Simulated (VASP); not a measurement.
# Al32H (a cell with a defect) in VASP: notebook, part 2 of 2

VASP 6.6.1. Earlier steps stand in the parts before.

## 4. Single point, PBE

INCAR

```
SYSTEM = Al32H
PREC = Accurate
ENCUT = 520
EDIFF = 1E-7
ISMEAR = -1
SIGMA = 0.15
LREAL = Auto
LASPH = .True.
NELM = 100
ALGO = Fast
ISIF = 2
LWAVE = .False.
LCHARG = .False.
GGA = PE
NBANDS = 70
```

KPOINTS

```
regular mesh
0
Gamma
  2 2 2
  0 0 0
```

POSCAR

```
Al32H
1.0
    8.1000000000      0.0000000000      0.0000000000
    0.0000000000      8.1000000000      0.0000000000
    0.0000000000      0.0000000000      8.1000000000
Al H
32 1
Direct
    0.4776790123      0.0116913580     -0.0031358025
    0.7501604938      0.2677901235     -0.0113703704
    0.7227901235     -0.0049876543      0.2257407407
    0.0249382716      0.0136419753      0.0135432099
    0.2461851852      0.2672222222      0.0131234568
    0.4908641975      0.4875061728     -0.0321481481
    0.7332716049      0.7091728395     -0.0008641975
    0.2459506173      0.0197283951      0.2634074074
    0.4989135802      0.2915925926      0.2425925926
    0.7753580247      0.5258271605      0.2501234568
    0.5110493827      0.0206419753      0.4940740741
    0.7649753086      0.2377407407      0.5136666667
    0.7821481481     -0.0180864198      0.7879382716
   -0.0027654321      0.4801851852      0.0025679012
    0.2469753086      0.7372592593     -0.0119506173
   -0.0228148148      0.2321851852      0.2589629630
    0.2360617284      0.5143456790      0.2615185185
    0.4743456790      0.7700123457      0.2583333333
    0.0035185185     -0.0246913580      0.5137654321
    0.2636543210      0.2464938272      0.4811604938
    0.5050370370      0.5082716049      0.5172345679
    0.7644074074      0.7598024691      0.5242469136
    0.2659259259     -0.0132716049      0.7426913580
    0.4749259259      0.2421234568      0.7495185185
    0.7576543210      0.4715432099      0.7220123457
   -0.0198888889      0.7785802469      0.2457037037
   -0.0067530864      0.4957777778      0.4961728395
    0.2468518519      0.7509876543      0.5043209877
    0.0191111111      0.2476049383      0.7425679012
    0.2342469136      0.4822839506      0.7341358025
    0.5058395062      0.7319876543      0.7419876543
    0.0265679012      0.7574444444      0.7567283951
    0.5750370370      0.0461481481      0.7794938272
```

Command:

```console
$ cat potpaw_PBE.64/Al/POTCAR potpaw_PBE.64/H/POTCAR > POTCAR
$ mpirun -np 1 vasp_std > vasp.out
```

Wall time 5.1 min (1 thread of Intel Xeon Platinum 8259CL at 2.50GHz (Skylake/Cascade Lake), shared host); peak memory 0.57 GiB.

It converged, with:

| Quantity | Value |
| --- | --- |
| Free energy | -120.6769 eV |
| Pressure | 2.8 GPa |
| Largest force | 1.463 eV/Å |
| Band gap on the k mesh | none (metal or under the smearing width) |

Forces on the atoms (eV/Å):
```
Al   0.127 -0.315  0.437
Al  -0.097 -0.504  0.397
Al   0.316  0.341  0.039
Al  -0.292 -0.227 -0.543
Al   0.034 -0.372 -0.093
Al  -0.031  0.309  0.428
Al   0.224  0.893 -0.594
Al   0.121 -0.578 -0.326
Al   0.413 -0.390  0.094
Al  -0.965 -0.905  0.623
Al  -0.002 -0.523 -0.002
Al  -0.323 -0.513 -0.560
Al   0.018  0.048 -0.235
Al   0.246  0.672 -0.239
Al   0.310  0.061  0.546
Al   0.240  0.417  0.072
Al  -0.055 -0.059 -0.352
Al   0.338 -0.474 -0.217
Al   0.110  1.234 -0.201
Al  -0.545  0.584  0.656
Al  -0.221 -0.461 -1.006
Al  -0.475 -0.294 -0.383
Al  -0.385  0.276  0.011
Al   0.336  0.609 -0.322
Al  -0.019  0.794  1.067
Al   0.667 -0.209 -0.016
Al   0.497  0.161 -0.010
Al   0.243 -0.262 -0.204
Al  -0.309 -0.720  0.116
Al   0.445  0.702  0.177
Al  -0.114  0.791  0.355
Al  -0.790 -0.870  0.264
H   -0.063 -0.217  0.023
```

Stress tensor (GPa, compression positive):
```
2.87 0.34 0.40
0.34 2.69 0.42
0.40 0.42 2.72
```

Levels at points of the mesh, in eV from the Fermi level:
```csv
k point,band 46,band 47,band 48,band 49,band 50,band 51
"(0.00, 0.00, 0.00)",-0.02,0.13,0.23,0.37,0.51,0.53
"(0.50, 0.00, 0.00)",-0.23,-0.17,-0.07,-0.02,0.06,0.14
"(0.00, 0.50, 0.00)",-0.34,-0.22,-0.04,0.01,0.06,0.13
"(0.00, 0.00, 0.50)",-0.26,-0.12,-0.11,-0.04,-0.01,0.16
"(0.50, 0.50, 0.00)",-0.35,-0.26,-0.18,0.70,0.92,0.97
"(0.00, 0.50, 0.50)",-0.31,-0.21,-0.12,0.70,0.79,0.93
"(0.50, 0.00, 0.50)",-0.37,-0.27,-0.15,0.70,0.89,0.93
"(0.50, 0.50, 0.50)",-0.52,-0.49,-0.45,-0.39,-0.37,-0.31
```

Caveat: the k mesh is coarse (spacing up to 0.39 Å⁻¹), so the values aren't converged.

## 5. Single point, PBE

INCAR

```
ALGO = Fast
EDIFF = 1E-7
ENCUT = 520
GGA = PE
ISIF = 2
ISMEAR = -1
LASPH = T
LCHARG = F
LREAL = Auto
LWAVE = F
NBANDS = 70
NELM = 100
PREC = Accurate
SIGMA = 0.15
```

KPOINTS

```
k-points
0
Gamma
  2 2 2
```

POSCAR

```
Al32H
1.0
    8.1000000000      0.0000000000      0.0000000000
    0.0000000000      8.1000000000      0.0000000000
    0.0000000000      0.0000000000      8.1000000000
Al H
32 1
Direct
    0.4647037037      0.0064320988      0.0208024691
    0.7582345679      0.2506543210      0.0213950617
    0.7601234568      0.0123580247      0.2303703704
    0.0157777778     -0.0036790123      0.0254320988
    0.2606296296      0.2340123457      0.0189259259
    0.5091481481      0.4962222222     -0.0045679012
    0.7074814815      0.7569382716      0.0174444444
    0.2662098765      0.0058765432      0.2622345679
    0.4937407407      0.2730370370      0.2304074074
    0.7523086420      0.5216913580      0.2638641975
    0.4987530864     -0.0037777778      0.4763333333
    0.7588765432      0.2062098765      0.5141851852
    0.8018641975     -0.0162962963      0.7749135802
   -0.0068765432      0.4908271605      0.0128641975
    0.2350123457      0.7461234568      0.0024074074
   -0.0267407407      0.2615308642      0.2583580247
    0.2245679012      0.5044074074      0.2489629630
    0.5022716049      0.7389012346      0.2821481481
    0.0133580247     -0.0072469136      0.4898024691
    0.2432839506      0.2575185185      0.4878641975
    0.4953827160      0.5029012346      0.4735185185
    0.7537530864      0.7383950617      0.5007160494
    0.2512716049      0.0094444444      0.7290000000
    0.4818024691      0.2586913580      0.7254691358
    0.7633950617      0.4811358025      0.7445925926
   -0.0119506173      0.7683333333      0.2458641975
    0.0150864198      0.5144814815      0.4830740741
    0.2496172840      0.7577160494      0.4858641975
    0.0037530864      0.2595802469      0.7507407407
    0.2519876543      0.5012592593      0.7624691358
    0.5138765432      0.7394567901      0.7364074074
   -0.0042469136      0.7343086420      0.7237777778
    0.5949135802      0.0716172840      0.8521728395
```

Potentials or basis: VASP PAW PBE potentials, release 64 (Al, H).

Command:

```console
$ cat potpaw_PBE.64/Al/POTCAR potpaw_PBE.64/H/POTCAR > POTCAR
$ mpirun -np 1 vasp_std > vasp.out
```

OUTCAR:

```text
EDIFF = 1E-7
   ENCUT = 520
   GGA = PE
   ISIF = 2
   ISMEAR = -1
   LASPH = T
   LREAL = Auto
   NELM = 100
   PREC = Accurate

 ion  position               nearest neighbor table
   1  0.465  0.006  0.021-  33 1.80   5 2.48   8 2.53   9 2.76  15 2.82   7 2.82  23 2.93   3 2.93
                            18 3.04   2 3.09  24 3.15  31 3.18
   2  0.758  0.251  0.021-   3 2.57  16 2.59  14 2.72   9 2.74   6 2.84  25 2.92   4 2.93  10 2.95
                            29 2.96  13 2.96   1 3.09  24 3.28
   3  0.760  0.012  0.230-   2 2.57   4 2.66  16 2.67  26 2.71   7 2.73  12 2.78  11 2.91   1 2.93
                            19 2.94   9 3.02  18 3.07  22 3.12
   4  0.016  0.996  0.025-  26 2.58   3 2.66  13 2.67  15 2.70   5 2.76   8 2.79  16 2.88   2 2.93
                            23 3.07  29 3.08   7 3.16  32 3.24
   5  0.261  0.234  0.019-   1 2.48   9 2.57   8 2.70   4 2.76  17 2.89   6 2.93  23 2.97  24 2.98
                            30 3.00  14 3.00  29 3.02  16 3.04
   6  0.509  0.496  0.995-   9 2.63   7 2.66  30 2.81   2 2.84  31 2.88  25 2.90  24 2.92   5 2.93
                            10 2.94  15 3.01  18 3.04  17 3.09
   7  0.707  0.757  0.017-   6 2.66  18 2.72   3 2.73  31 2.77  10 2.78  13 2.80   1 2.82  26 2.93
                             4 3.16  14 3.16  25 3.17  32 3.34
   8  0.266  0.006  0.262-   1 2.53  11 2.56   5 2.70  28 2.71  20 2.74  19 2.76   4 2.79   9 2.85
                            18 2.89  26 2.97  15 2.99  16 3.15
   9  0.494  0.273  0.230-   5 2.57   6 2.63  21 2.71   2 2.74   1 2.76   8 2.85  17 2.88  20 2.91
[... 32 lines left out ...]
                             2 2.92  27 2.95  21 3.09   7 3.17
  26  0.988  0.768  0.246-   4 2.58  19 2.69   3 2.71  10 2.77  22 2.81  15 2.81  27 2.82  17 2.87
                            28 2.88   7 2.93  14 2.94   8 2.97
  27  0.015  0.514  0.483-  17 2.55  32 2.65  28 2.74  16 2.76  10 2.77  20 2.78  22 2.79  26 2.82
                            25 2.95  30 2.97  29 3.00  12 3.26
  28  0.250  0.758  0.486-  18 2.63  19 2.70   8 2.71  27 2.74  11 2.79  17 2.82  32 2.82  23 2.83
                            21 2.87  26 2.88  31 2.95  30 3.06
  29  0.004  0.260  0.751-  25 2.65  13 2.78  12 2.79  30 2.81  14 2.83  23 2.86  20 2.88   2 2.96
                            27 3.00   5 3.02  19 3.02   4 3.08
  30  0.252  0.501  0.762-  24 2.72  15 2.78  29 2.81   6 2.81  32 2.82  31 2.88  14 2.92  27 2.97
                            20 2.97   5 3.00  28 3.06  21 3.06
  31  0.514  0.739  0.736-  22 2.72   7 2.77  21 2.87  30 2.88   6 2.88  25 2.91  28 2.95  11 2.96
                            23 3.05  13 3.07  15 3.12   1 3.18
  32  0.996  0.734  0.724-  13 2.59  27 2.65  22 2.67  25 2.79  30 2.82  28 2.82  19 2.83  15 2.98
                            23 3.04  14 3.06   4 3.24   7 3.34
[... 223 lines left out ...]
  ---------------------------------------------------
  ext. energy  EPLUGINS =         0.00000000
  ---------------------------------------------------
  free energy    TOTEN  =      -120.33847063 eV

  energy without entropy =     -119.36030904  energy(sigma->0) =     -119.84938984

 E-fermi :   7.6887     XC(G=0): -10.1761

 val. band max:        7.6864614884   @ k =   0.0000   0.0000   0.5000
 cond. band min:       7.7022241974   @ k =   0.0000   0.5000   0.0000
 fundamental gap:      0.0157627090
 Fermi energy:         7.6887071486

 k-point     1 :       0.0000    0.0000    0.0000
  band No.  band energies     occupation
      1      -3.2968      2.00000
      2      -1.4284      2.00000
      3      -1.1339      2.00000
      4      -1.0793      2.00000
      5      -1.0533      2.00000
      6      -0.9981      2.00000
[... 493 lines left out ...]
     59      10.8766      0.00000
     60      10.9435      0.00000
 [bands above 60 left out]

------------------------ aborting loop because EDIFF is reached ----------------------------------------

  FORCE on cell =-STRESS in cart. coord.  units (eV):
  Direction    XX          YY          ZZ          XY          YZ          ZX
  --------------------------------------------------------------------------------------
  -------------------------------------------------------------------------------------
  Total       10.2300457     10.4458892     11.5858647     -1.3177010     -0.7880585     -0.3523798
  in kB       30.8413301     31.4920507     34.9288253     -3.9725776     -2.3758225     -1.0623474
  external PRESSURE =      32.4207354 kB  Pullay stress =       0.0000000 kB

 VOLUME and BASIS-vectors are now :
 -----------------------------------------------------------------------------
  energy-cutoff  :      520.00
  volume of cell :      531.44
      direct lattice vectors                 reciprocal lattice vectors
     8.100000000  0.000000000  0.000000000     0.123456790  0.000000000  0.000000000
     0.000000000  8.100000000  0.000000000     0.000000000  0.123456790  0.000000000
     0.000000000  0.000000000  8.100000000     0.000000000  0.000000000  0.123456790

 POSITION                                       TOTAL-FORCE (eV/Angst)
 -----------------------------------------------------------------------------------
      3.76410      0.05210      0.16850         1.258905     -1.108377     -0.679927
      6.14170      2.03030      0.17330        -0.382028      0.302010     -1.065435
      6.15700      0.10010      1.86600        -0.859591     -0.562639      0.844525
      0.12780      8.07020      0.20600         0.131818      0.541581     -0.793466
      2.11110      1.89550      0.15330        -1.412418      1.189311     -0.844689
      4.12410      4.01940      8.06300        -0.326995      0.099509     -0.300937
[... 25 lines left out ...]
      8.06560      5.94790      5.86260         0.715267     -0.065414      0.903525
      4.81880      0.58010      6.90260         0.256794      0.326263     -0.192007
 -----------------------------------------------------------------------------------
    total drift:                                0.013786     -0.011388      0.009405

  FREE ENERGIE OF THE ION-ELECTRON SYSTEM (eV)
  ---------------------------------------------------
  free  energy   TOTEN  =      -120.3384706349 eV

  energy  without entropy=     -119.3603090363  energy(sigma->0) =     -119.84938984
```

OSZICAR:

```text
N       E                     dE             d eps       ncg     rms          rms(c)
DAV:   1     0.135826658511E+03    0.13583E+03   -0.33753E+04  1120   0.111E+03
DAV:   2    -0.107474882118E+03   -0.24330E+03   -0.22683E+03  1334   0.146E+02
DAV:   3    -0.121647157703E+03   -0.14172E+02   -0.13621E+02  1370   0.287E+01
[... 12 lines left out ...]
RMM:  16    -0.120338470974E+03    0.28279E-06   -0.73759E-07  1155   0.262E-03    0.324E-03
RMM:  17    -0.120338470632E+03    0.34169E-06   -0.16608E-07   795   0.143E-03    0.168E-03
RMM:  18    -0.120338470793E+03   -0.16132E-06   -0.63619E-08   719   0.821E-04    0.291E-03
RMM:  19    -0.120338470562E+03    0.23166E-06   -0.22130E-08   655   0.508E-04    0.530E-04
RMM:  20    -0.120338470635E+03   -0.73208E-07   -0.61528E-09   534   0.309E-04
   1 F= -.12033847E+03 E0= -.11984939E+03  d E =-.978162E+00
```

stdout:

```text
POSCAR found type information on POSCAR AlH
 POSCAR found :  2 types and      33 ions
 scaLAPACK will be used
 LDA part: xc-table for (Slater+PW92), standard interpolation
 POSCAR, INCAR and KPOINTS ok, starting setup
 FFT: planning ... GRIDC
 FFT: planning ... GRID_SOFT
 FFT: planning ... GRID
 WAVECAR not read
 entering main loop
```

It took 5.8 min on 1 thread of Intel Xeon Platinum 8259CL at 2.50GHz (Skylake/Cascade Lake), shared host; peak memory 0.57 GiB.

What came out:

```yaml
Free_energy: -120.3385 eV
Pressure: 3.2 GPa
Largest_force: 2.030 eV/Å
Band_gap_on_the_k_mesh: none (metal or under the smearing width)
```

Forces on the atoms (eV/Å):
```
Al   1.259 -1.108 -0.680
Al  -0.382  0.302 -1.065
Al  -0.860 -0.563  0.845
Al   0.132  0.542 -0.793
Al  -1.412  1.189 -0.845
Al  -0.327  0.100 -0.301
Al   0.701 -0.103 -0.294
Al  -1.083 -0.056  0.082
Al   0.528 -0.386  1.048
Al   0.071 -0.808 -0.531
Al   0.627  0.498  0.895
Al  -0.359  0.702 -0.035
Al  -0.779  0.297 -0.285
Al   0.045  0.483 -0.521
Al   0.392 -0.056 -0.133
Al   0.996 -0.197  0.400
Al   0.901 -0.016 -0.605
Al  -0.304  0.790 -1.687
Al  -0.287  0.318  0.111
Al  -0.033 -0.007 -0.002
Al  -0.185 -0.929  1.264
Al  -0.019  0.753  0.238
Al  -0.035 -0.338  0.544
Al   0.543 -0.190  0.288
Al  -0.561  0.123 -0.015
Al   0.174 -0.632  0.068
Al  -0.583 -0.571  0.679
Al  -0.048 -0.390  0.594
Al   0.392 -0.333  0.062
Al  -0.123  0.124 -0.203
Al  -0.353  0.203  0.169
Al   0.715 -0.065  0.904
H    0.257  0.326 -0.192
```

Stress tensor (GPa, compression positive):
```
 3.08 -0.40 -0.11
-0.40  3.15 -0.24
-0.11 -0.24  3.49
```

Levels at points of the mesh, in eV from the Fermi level:
| k point | band 46 | band 47 | band 48 | band 49 | band 50 | band 51 |
| --- | --- | --- | --- | --- | --- | --- |
| (0.00, 0.00, 0.00) | 0.08 | 0.21 | 0.26 | 0.30 | 0.44 | 0.63 |
| (0.50, 0.00, 0.00) | -0.34 | -0.21 | -0.09 | -0.03 | 0.07 | 0.11 |
| (0.00, 0.50, 0.00) | -0.33 | -0.24 | -0.18 | -0.07 | 0.01 | 0.11 |
| (0.00, 0.00, 0.50) | -0.38 | -0.22 | -0.18 | -0.03 | 0.00 | 0.16 |
| (0.50, 0.50, 0.00) | -0.32 | -0.24 | -0.22 | 0.61 | 0.85 | 0.94 |
| (0.00, 0.50, 0.50) | -0.38 | -0.17 | -0.09 | 0.55 | 0.79 | 0.83 |
| (0.50, 0.00, 0.50) | -0.32 | -0.16 | -0.10 | 0.63 | 0.78 | 0.89 |
| (0.50, 0.50, 0.50) | -0.53 | -0.52 | -0.44 | -0.39 | -0.33 | -0.27 |

Caveat: the k mesh is coarse (spacing up to 0.39 Å⁻¹), so the values aren't converged.
